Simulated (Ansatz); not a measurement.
# Mg: the cost of one run

Program: Ansatz 0.2.0. Level of theory: DFT PBEsol, scalar-relativistic, plane waves, PAW. These are calculated values, not measurements.

2 further runs of the same task are left out: 1 that didn't finish, 1 set aside as unsound or not needed.

## 1. Starting point

The structure is hexagonal, space group P6/mmm (No. 191). Conventional cell: a = 3.082 Å, b = 3.082 Å, c = 3.036 Å, α = 90.00°, β = 90.00°, γ = 120.00°. Mg (site symmetry 6/mmm) has 8 Mg at 3.04 to 3.08 Å as nearest neighbours.

Coordinates:

```cif
data_structure
_symmetry_space_group_name_H-M 'P6/mmm'
_symmetry_Int_Tables_number 191
_cell_length_a 3.0817
_cell_length_b 3.0817
_cell_length_c 3.0361
_cell_angle_alpha 90.000
_cell_angle_beta 90.000
_cell_angle_gamma 120.000
_cell_volume 24.97
loop_
_atom_site_label
_atom_site_type_symbol
_atom_site_symmetry_multiplicity
_atom_site_Wyckoff_symbol
_atom_site_fract_x
_atom_site_fract_y
_atom_site_fract_z
_atom_site_occupancy
Mg1 Mg 1 a 0.00000 0.00000 0.00000 1
```

It goes back to an entry of the Materials Project, which need not be the stable form.

It is built from the cell relaxed beforehand with the same method (24.97 Å³/atom).

## 2. The reference: the undisturbed cell on the scan's mesh

The input, input.yaml:

```yaml
crystal:
  lattice:
    - [-1.5408683213, 2.6688622201, -3.0360888843]
    - [1.5408683213, -2.6688622201, -3.0360888843]
    - [-4.6226049636, -2.6688622202, 0.0]
  atoms:
    - { symbol: Mg, position: [0.25, 0.75, 0.5] }
    - { symbol: Mg, position: [0.75, 0.25, 0.5] }
    - { symbol: Mg, position: [0.5, 0.5, 0.0] }
    - { symbol: Mg, position: [0.0, 0.0, 0.0] }
basis:
  ecutwfc: 420
kpoints:
  mp_grid: { grid: [8, 8, 6] }
hamiltonian:
  xc: pbesol
scf:
  occupations: { method: gaussian, width: 0.15 }
output:
  forces: true
  stress: true
  eigenvalues: true
```

Run with:

```
$ ansatz run input.yaml --threads 1 --pin off --max-ram 2560MiB --backend cpu --events-out ev --progress --plain --runs-dir out
```

**Question.** How long does this run take on 1 thread of Arm Neoverse V1, shared host, and how much memory does it need?

About 10 s, with a peak of 0.41 GiB.
